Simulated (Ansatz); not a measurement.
The cell is COD entry 9000107, as deposited and not checked against the literature; nothing was relaxed. The listed cell was then made from it by scaling, straining or moving an atom.

ZnS: DFT, PBEsol, PAW with Ansatz's default frozen-core files, scalar-relativistic (Ansatz 0.2.0). What sets it apart from a plain run of this crystal: volume scaled by 0.99.

Command: `ansatz run input.yaml --threads 1 --pin off --max-ram 3072MiB --backend cpu --events-out ev --progress --plain --runs-dir out` The run took 3.2 s on 1 thread of Intel(R) Xeon(R) Platinum 8375C CPU @ 2.90GHz (Ice Lake) (shared host), peak memory 0.39 GiB.

```yaml
crystal:
  lattice:
    - [0.0, 2.6956042803, 2.6956042803]
    - [2.6956042803, 0.0, 2.6956042803]
    - [2.6956042803, 2.6956042803, 0.0]
  atoms:
    - { symbol: Zn, position: [0.0, 0.0, 0.0] }
    - { symbol: S, position: [0.75, 0.75, 0.75] }
kpoints:
  mp_grid: { grid: [9, 9, 9] }
scf:
  occupations: { method: fermi_dirac, width: 0.01 }
hamiltonian:
  xc: pbesol
  pseudopotentials: { kind: paw }
output:
  forces: true
  stress: true
  eigenvalues: true
  efg: { contact_densities: true }
  write_density: true
  write_potential: true
  elf: true
  volumetric_format: npy
```

Output (standing set-up lines are left out):

```
Crystal: 2 atoms, lattice volume = 39.174 Å³
SCF iter   1: F=—  HF=-4167.441234 eV  |F-HF|=—  |Δ(HF+E_count)|=         —  Δρ=5.50e-3  dr2=1.41e-2  ethr=1.77e-3  ⟨swp⟩=6.0  Hψ=2801  notcnv=0
preconditioner: auto → none  [insulator: Δε(μ)=1.947 eV  Ē_g=12.128 eV  σ=0.010 eV  W_gap=1.00  n_scr=14 (ndim 8)  ℏωp=25.2 eV  f_vac=0.025  D(μ)=0.00/eV (n_scr^D=0)  ε∞_Penn≈5.3]
SCF iter   2: F=—  HF=-4167.436846 eV  |F-HF|=—  |Δ(HF+E_count)|=   4.39e-3  Δρ=8.99e-4  dr2=1.60e-4  ethr=7.84e-5  ⟨swp⟩=3.0  Hψ=1192  notcnv=0
SCF iter   3: F=—  HF=-4167.436877 eV  |F-HF|=—  |Δ(HF+E_count)|=   3.02e-5  Δρ=7.18e-4  dr2=1.10e-4  ethr=8.90e-7  ⟨swp⟩=2.0  Hψ=856  notcnv=0
SCF iter   4: F=—  HF=-4167.436893 eV  |F-HF|=—  |Δ(HF+E_count)|=   1.65e-5  Δρ=2.70e-4  dr2=2.33e-5  ethr=6.10e-7  ⟨swp⟩=2.0  Hψ=804  notcnv=0
SCF iter   5: F=—  HF=-4167.436892 eV  |F-HF|=—  |Δ(HF+E_count)|=   7.28e-7  Δρ=2.36e-5  dr2=1.05e-7  ethr=1.29e-7  ⟨swp⟩=2.0  Hψ=735  notcnv=0
SCF iter   6: F=-4167.436892 eV  HF=-4167.436892 eV  |F-HF|=9.32e-10  |Δ(HF+E_count)|=   1.28e-7  Δρ=4.74e-6  dr2=4.89e-9  ethr=5.56e-10  ⟨swp⟩=8.7  Hψ=3223  notcnv=0
SCF 1 converged in 6 iterations: F = -4167.436892 eV  dr2 = 4.89e-9
  greatest PAW one-centre occupation: 0.983 electrons in one spin orbital (limit 2), on the Zn atom at site 0 (counted from 0), in its partial waves of l = 2
SCF converged after 6 iterations
Free energy (F): -4167.436892 eV
Harris-Foulkes:  -4167.436892 eV  (|F-HF|=9.32e-10)
Internal energy: -4167.436892 eV  (E = F + TS)
E sigma→0 (E₀):  -4167.436892 eV
Fermi energy:    6.786067 eV
--- Per-component energies (eV) ---
  E_band       = 3.921837
  E_kinetic    = 238.111289
  E_local      = -2037.068687  (includes V_loc(G=0)·N_el)
  E_nonlocal   = 644.012338
  E_hartree    = 850.059495
  E_xc         = -231.823050
  E_vxc        = -139.935635  (∫ρ·V_xc dr)
  E_paw        = -2375.234093  (= ΣΔE_a)
  E_vpaw       = -401.318076  (= ΣTr[D̂ρ^β])
  E_aug_tail   = -0.000368  (compensation charges beyond the density's cutoff)
  E_ewald      = -1256.353121
  E_core_change = 0.859304  (= ΣΔE_core)
  E_smearing   = -0.000000  (= −TS)
  E_closure    = -0.000000  (closes the sum)
  Σ components = -4167.436892   (vs F -4167.436892, Δ=0.00e0)
--- Forces (eV/Å), atoms counted from 1 ---
  atom   1  Zn    -0.00000000     0.00000000     0.00000000
  atom   2  S      0.00000000    -0.00000000    -0.00000000
  max |Σ_I F_I| component: 3.70e-17 eV/Å
--- Stress (GPa, compression-positive) ---
       -1.466318       0.000000      -0.000000
       -0.000000      -1.466318       0.000000
        0.000000       0.000000      -1.466318
  P = ⅓ Tr σ = -1.4663 GPa (-14.663 kbar)
--- PAW observables at the nuclei: V_zz in 10²¹ V/m², potentials from the cell's mean, atoms counted from 1 ---
  atom   1  Zn V_zz =    -0.000000   η = 0.0000   by run symmetry: forbidden
            electrostatic potential = -3941.517662 V   contact ρ = 166267.761724 e/Å³
  atom   2  S  V_zz =    +0.000000   η = 0.0000   by run symmetry: forbidden
            electrostatic potential = -1632.869752 V   contact ρ = 19698.112088 e/Å³
--- Band table (eV; the first three rows and the last of 35) ---
  k-point 0: bands = ["-7.4250", "-0.6233", "-0.6233", "-0.6233", "-0.1156", "-0.1156", "5.7793", "5.7793", "5.7793", "7.7818", "12.0477", "12.0477", "12.0477"]
  k-point 1: bands = ["-7.3295", "-0.6248", "-0.6062", "-0.6062", "-0.1172", "-0.1172", "4.8179", "5.6573", "5.6573", "8.5075", "11.9483", "12.2568", "12.2568"]
  k-point 2: bands = ["-7.0711", "-0.6009", "-0.5659", "-0.5659", "-0.1163", "-0.1163", "3.2709", "5.3753", "5.3753", "9.1211", "12.3438", "12.6224", "12.6224"]
  k-point 34: bands = ["-6.1628", "-0.4981", "-0.3586", "-0.1948", "-0.1302", "0.2415", "1.1460", "2.8023", "3.3402", "11.2168", "11.6451", "13.1251", "14.6500"]
```
